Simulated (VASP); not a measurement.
# H (I4/mmm) in VASP: notebook

One crystal, H, is run at these levels: PBE; tasks: single point.

Program: VASP 6.6.1. These are calculated values, not measurements. Logs are shortened: lines on timing, memory, paths and dates and some standing lists are left out, and cuts for length are marked.

## (1) Starting point

Symmetry: I4/mmm, No. 139, tetragonal system. Conventional cell: a = 3.383 Å, b = 3.383 Å, c = 4.117 Å, α = 90.00°, β = 90.00°, γ = 90.00°. Around H (site symmetry 4mm) lie 1 H at 0.74 Å.

## (2) Single point, PBE

INCAR

```
SYSTEM = H
PREC = Accurate
ENCUT = 400
EDIFF = 1E-6
ISMEAR = 1
SIGMA = 0.2
LREAL = .False.
LASPH = .True.
NELM = 100
ALGO = Normal
ISIF = 2
LWAVE = .False.
LCHARG = .False.
GGA = PE
NBANDS = 8
ADDGRID = .False.
```

KPOINTS

```
regular mesh
0
Gamma
  14 14 14
  0 0 0
```

POSCAR

```
H
1.0
   -1.6915344700      1.6915344700      2.0584739900
    1.6915344700     -1.6915344700      2.0584739900
    1.6915344700      1.6915344700     -2.0584739900
H
2
Direct
    0.0901377100      0.0901377100      0.0000000000
    0.9098622900      0.9098622900      0.0000000000
```

Potentials or basis: VASP PAW PBE potentials, release 64 (H).

The run is started by

```bash
> cat potpaw_PBE.64/H/POTCAR > POTCAR
> mpirun -np 1 vasp_std > vasp.out
```

OUTCAR:

```text
SYSTEM = H
   PREC = Accurate
   ENCUT = 400
   EDIFF = 1E-6
   ISMEAR = 1
   LREAL = .False.
   LASPH = .True.
   NELM = 100
   ISIF = 2
   GGA = PE

 Found    244 irreducible k-points:

 Following reciprocal coordinates:
            Coordinates               Weight
  0.000000  0.000000  0.000000      1.000000
  0.071429 -0.000000  0.000000      8.000000
  0.142857  0.000000  0.000000      8.000000
  0.214286  0.000000 -0.000000      8.000000
  0.285714 -0.000000  0.000000      8.000000
  0.357143 -0.000000  0.000000      8.000000
   k-points           NKPTS =    244   k-points in BZ     NKDIM =    244   number of bands    NBANDS=      8
   number of dos      NEDOS =    301   number of ions     NIONS =      2
   total plane-waves  NPLWV =  13824
   dimension x,y,z NGX =    24 NGY =   24 NGZ =   24
   dimension x,y,z NGXF=    48 NGYF=   48 NGZF=   48
   ions per type =               2
   NGX,Y,Z   is equivalent  to a cutoff of  12.64, 12.64, 12.64 a.u.
   NGXF,Y,Z  is equivalent  to a cutoff of  25.29, 25.29, 25.29 a.u.
 SYSTEM =  H
   PREC   = accura    normal or accurate (medium, high low for compatibility)
   ISTART =      0    job   : 0-new  1-cont  2-samecut
   ICHARG =      2    charge: 1-file 2-atom 10-const
   ISPIN  =      1    spin polarized calculation?
   LNONCOLLINEAR =      F non collinear calculations
   LSORBIT =      F    spin-orbit coupling
   LASPH  =      T    aspherical Exc in radial PAW
   ENCUT  =  400.0 eV  29.40 Ry    5.42 a.u.   5.15  5.15  5.15*2*pi/ulx,y,z
   NELM   =    100;   NELMIN=  2; NELMDL= -5     # of ELM steps
   EDIFF  = 0.1E-05   stopping-criterion for ELM
   LREAL  =      F    real-space projection
   EDIFFG = 0.1E-04   stopping-criterion for IOM
   NSW    =      0    number of steps for IOM
   IBRION =     -1    ionic relax: 0-MD 1-quasi-New 2-CG
   NFREE  =      0    steps in history (QN), initial steepest desc. (CG)
   ISIF   =      2    stress and relaxation
   ISYM   =      2    0-nonsym 1-usesym 2-fastsym
   POTIM  = 0.5000    time-step for ionic-motion
   TEBEG  =    0.0;   TEEND  =   0.0 temperature during run
   PSTRESS=    0.0 pullay stress
   NELECT =       2.0000    total number of electrons
   NUPDOWN=      -1.0000    fix difference up-down
   EMIN   =  10.00;   EMAX   =-10.00  energy-range for DOS
   EFERMI =   0.00;   METHOD = LEGACY
   ISMEAR =     1;   SIGMA  =   0.20  broadening in eV -4-tet -1-fermi 0-gaus
   EFERMI_NEDOS =   21; number of points for ismear=-14 and -15
   IALGO  =     38    algorithm
   IMIX   =      4    mixing-type and parameters
     AMIX     =   0.40;   BMIX     =  1.00
     AMIX_MAG =   1.60;   BMIX_MAG =  1.00
  volume/ion in A,a.u.               =      11.78        79.49
  Fermi-wavevector in a.u.,A,eV,Ry     =   0.719497  1.359653  7.043413  0.517676
  Thomas-Fermi vector in A             =   1.808708
   LORBIT       =      0    0 simple, 1 ext, 2 COOP (PROOUT), +10 PAW based schemes
   GGA     = PE    functional components
   LHFCALC =     F    Hartree Fock is set to
   AEXX    =    0.0000 exact exchange contribution
   IVDW    =     0    specifies the selected vdW correction
   LEPSILON=     F    determine dielectric tensor
   LRPA    =     F    only Hartree local field effects (RPA)
 non-spin polarized calculation
 Methfessel and Paxton  Order N= 1 SIGMA  =   0.20
  energy-cutoff  :      400.00
  volume of cell :       23.56
 maximum number of plane-waves:       442
 NGX is ok and might be reduce to    24
   NGX = 11   NGY = 11   NGZ = 11

 number of electron       2.0000000 magnetization

 Free energy of the ion-electron system (eV)
  ---------------------------------------------------
  ext. energy  EPLUGINS =         0.00000000
  ---------------------------------------------------
  free energy    TOTEN  =        -6.76869320 eV

  energy without entropy =       -6.76989378  energy(sigma->0) =       -6.76909340

 E-fermi :  -8.1226     XC(G=0):  -5.3449

 val. band max:       -8.1536350980   @ k =   0.5000   0.5000   0.5000
 cond. band min:       0.7826023566   @ k =   0.5000  -0.0000   0.0000
 fundamental gap:      8.9362374546
 Fermi energy:        -8.1226067853

 k-point     1 :       0.0000    0.0000    0.0000
  band No.  band energies     occupation
      1     -10.5204      2.00000
      2       5.4526      0.00000
      3       8.9387      0.00000
      4      15.3770      0.00000
      5      15.3770      0.00000
      6      17.4531      0.00000
      7      17.4531      0.00000
      8      18.9850      0.00000

 k-point     2 :       0.0714   -0.0000    0.0000
  band No.  band energies     occupation
      1     -10.4575      2.00000
      2       5.1506      0.00000
      3       9.0696      0.00000
      4      14.7069      0.00000
      5      14.9076      0.00000
      6      17.4902      0.00000
      7      17.9150      0.00000
      8      18.5927      0.00000

 k-point     3 :       0.1429    0.0000    0.0000
  band No.  band energies     occupation
      1     -10.2765      2.00000
      2       4.4010      0.00000
      3       9.3203      0.00000
      4      13.3301      0.00000
      5      14.1229      0.00000
      6      17.9867      0.00000
      7      17.9868      0.00000
      8      18.7346      0.00000

 k-point     4 :       0.2143    0.0000   -0.0000
  band No.  band energies     occupation
      1      -9.9987      2.00000
      2       3.4450      0.00000
      3       9.4835      0.00000
      4      12.0631      0.00000
      5      13.4151      0.00000
      6      17.1485      0.00000
      7      17.9391      0.00000
      8      19.0462      0.00000

 k-point     5 :       0.2857   -0.0000    0.0000
  band No.  band energies     occupation
      1      -9.6589      2.00000
      2       2.4616      0.00000
      3       9.4372      0.00000
      4      11.2058      0.00000
      5      12.8587      0.00000
      6      16.2914      0.00000
      7      17.4193      0.00000
      8      20.0216      0.00000

 k-point     6 :       0.3571   -0.0000    0.0000
  band No.  band energies     occupation
      1      -9.3181      2.00000
      2       1.5984      0.00000
      3       9.1785      0.00000
      4      10.8044      0.00000
      5      12.4663      0.00000
      6      15.6334      0.00000
      7      17.2278      0.00000
      8      19.5561      0.00000

 [... further k-points ...]

------------------------ aborting loop because EDIFF is reached ----------------------------------------

  FORCE on cell =-STRESS in cart. coord.  units (eV):
  Direction    XX          YY          ZZ          XY          YZ          ZX
  --------------------------------------------------------------------------------------
  -------------------------------------------------------------------------------------
  Total       -0.0670395     -0.0670395      0.1197481      0.0000000     -0.0000000      0.0000000
  in kB       -4.5590478     -4.5590478      8.1435224      0.0000000     -0.0000000      0.0000000
  external PRESSURE =      -0.3248577 kB  Pullay stress =       0.0000000 kB

 VOLUME and BASIS-vectors are now :
 -----------------------------------------------------------------------------
  energy-cutoff  :      400.00
  volume of cell :       23.56
      direct lattice vectors                 reciprocal lattice vectors
    -1.691534470  1.691534470  2.058473990     0.000000000  0.295589602  0.242898381
     1.691534470 -1.691534470  2.058473990     0.295589602  0.000000000  0.242898381
     1.691534470  1.691534470 -2.058473990     0.295589602  0.295589602  0.000000000

 POSITION                                       TOTAL-FORCE (eV/Angst)
 -----------------------------------------------------------------------------------
      0.00000      0.00000      0.37109        -0.000000     -0.000000      0.287151
      0.00000      0.00000      3.74586         0.000000      0.000000     -0.287151
 -----------------------------------------------------------------------------------
    total drift:                               -0.000000      0.000000     -0.000000

  FREE ENERGIE OF THE ION-ELECTRON SYSTEM (eV)
  ---------------------------------------------------
  free  energy   TOTEN  =        -6.7686932036 eV

  energy  without entropy=       -6.7698937840  energy(sigma->0) =       -6.76909340
```

Wall time 26 s (1 thread of Intel Xeon Platinum 8259CL at 2.50GHz (Skylake/Cascade Lake), shared host); peak memory 0.14 GiB.

The run converged, but some of its settings lie outside the range that counts as converged, so its numbers aren't taken as properties of the crystal.

Results:

```yaml
Free_energy: -6.7687 eV
Pressure: 0.0 GPa
Largest_force: 0.287 eV/Å
Band_gap_on_the_k_mesh: 8.94 eV, indirect (least direct gap 9.74 eV)
```

## (3) Single point, PBE

Changes to INCAR since step 2:

```diff
@@ -2,3 +2,3 @@
 PREC = Accurate
-ENCUT = 400
+ENCUT = 550
 EDIFF = 1E-6
```

KPOINTS

```
regular mesh
0
Gamma
  12 12 12
  0 0 0
```

POSCAR is that of step 2.

Potentials or basis: VASP PAW PBE potentials, release 64 (H).

The run is started by

```bash
> cat potpaw_PBE.64/H/POTCAR > POTCAR
> mpirun -np 1 vasp_std > vasp.out
```

It took 20 s on 1 thread of Intel Xeon Platinum 8259CL at 2.50GHz (Skylake/Cascade Lake), shared host; peak memory 0.14 GiB.

The run converged, but some of its settings lie outside the range that counts as converged, so its numbers aren't taken as properties of the crystal.

What came out:

```yaml
Free_energy: -6.7816 eV
Pressure: 0.7 GPa
Largest_force: 0.262 eV/Å
Band_gap_on_the_k_mesh: 8.94 eV, indirect (least direct gap 9.74 eV)
```

## (4) Single point, PBE

Changes to INCAR since step 3:

```diff
@@ -2,3 +2,3 @@
 PREC = Accurate
-ENCUT = 550
+ENCUT = 450
 EDIFF = 1E-6
```

KPOINTS

```
regular mesh
0
Gamma
  14 14 14
  0 0 0
```

POSCAR is that of step 3.

Potentials or basis: VASP PAW PBE potentials, release 64 (H).

The run is started by

```bash
> cat potpaw_PBE.64/H/POTCAR > POTCAR
> mpirun -np 1 vasp_std > vasp.out
```

OUTCAR:

```text
SYSTEM = H
   PREC = Accurate
   ENCUT = 450
   EDIFF = 1E-6
   ISMEAR = 1
   LREAL = .False.
   LASPH = .True.
   NELM = 100
   ISIF = 2
   GGA = PE

 Found    244 irreducible k-points:

 Following reciprocal coordinates:
            Coordinates               Weight
  0.000000  0.000000  0.000000      1.000000
  0.071429 -0.000000  0.000000      8.000000
  0.142857  0.000000  0.000000      8.000000
  0.214286  0.000000 -0.000000      8.000000
  0.285714 -0.000000  0.000000      8.000000
[... 143 lines left out ...]

------------------------ aborting loop because EDIFF is reached ----------------------------------------

  FORCE on cell =-STRESS in cart. coord.  units (eV):
  Direction    XX          YY          ZZ          XY          YZ          ZX
  --------------------------------------------------------------------------------------
  -------------------------------------------------------------------------------------
  Total       -0.0135936     -0.0135936      0.1757210      0.0000000      0.0000000      0.0000000
  in kB       -0.9244405     -0.9244405     11.9499822      0.0000000      0.0000000      0.0000000
  external PRESSURE =       3.3670337 kB  Pullay stress =       0.0000000 kB

 VOLUME and BASIS-vectors are now :
 -----------------------------------------------------------------------------
  energy-cutoff  :      450.00
  volume of cell :       23.56
      direct lattice vectors                 reciprocal lattice vectors
    -1.691534470  1.691534470  2.058473990     0.000000000  0.295589602  0.242898381
     1.691534470 -1.691534470  2.058473990     0.295589602  0.000000000  0.242898381
     1.691534470  1.691534470 -2.058473990     0.295589602  0.295589602  0.000000000

 POSITION                                       TOTAL-FORCE (eV/Angst)
 -----------------------------------------------------------------------------------
      0.00000      0.00000      0.37109        -0.000000     -0.000000      0.276348
      0.00000      0.00000      3.74586         0.000000      0.000000     -0.276348
 -----------------------------------------------------------------------------------
    total drift:                               -0.000000      0.000000      0.000000

  FREE ENERGIE OF THE ION-ELECTRON SYSTEM (eV)
  ---------------------------------------------------
  free  energy   TOTEN  =        -6.7760683156 eV

  energy  without entropy=       -6.7772488605  energy(sigma->0) =       -6.77646183
```

It took 33 s on 1 thread of Intel Xeon Platinum 8259CL at 2.50GHz (Skylake/Cascade Lake), shared host; peak memory 0.14 GiB.

These settings aren't checked as converged: the numbers below hold their error.

What came out:

```yaml
Free_energy: -6.7761 eV
Pressure: 0.3 GPa
Largest_force: 0.276 eV/Å
Band_gap_on_the_k_mesh: 8.93 eV, indirect (least direct gap 9.74 eV)
```

## (5) Single point, PBE

Changes to INCAR since step 4:

```diff
@@ -5,3 +5,3 @@
 ISMEAR = 1
-SIGMA = 0.2
+SIGMA = 0.1
 LREAL = .False.
```

KPOINTS is that of step 4.

POSCAR is that of step 4.

The run is started by

```bash
> cat potpaw_PBE.64/H/POTCAR > POTCAR
> mpirun -np 1 vasp_std > vasp.out
```

Run time: 35 s. Hardware: 1 thread of Intel Xeon Platinum 8259CL at 2.50GHz (Skylake/Cascade Lake), shared host; peak memory 0.15 GiB.

The run converged, but some of its settings lie outside the range that counts as converged, so its numbers aren't taken as properties of the crystal.

What came out:

* Free energy: -6.7764 eV
* Pressure: 0.3 GPa
* Largest force: 0.275 eV/Å
* Band gap on the k mesh: 8.93 eV, indirect (least direct gap 9.74 eV)

## (6) For comparison

An earlier run on the cell as given: functional PBE; potentials or basis VASP PAW PBE potentials, release 64 (H); cutoff 520 eV; k mesh 11 × 11 × 11; occupations fermi-dirac, width 0.05 eV; no spin polarisation.

* Pressure: 0.6 GPa
* Largest force: 0.264 eV/Å
* Band gap on the k mesh: 9.05 eV, indirect (least direct gap 9.84 eV)
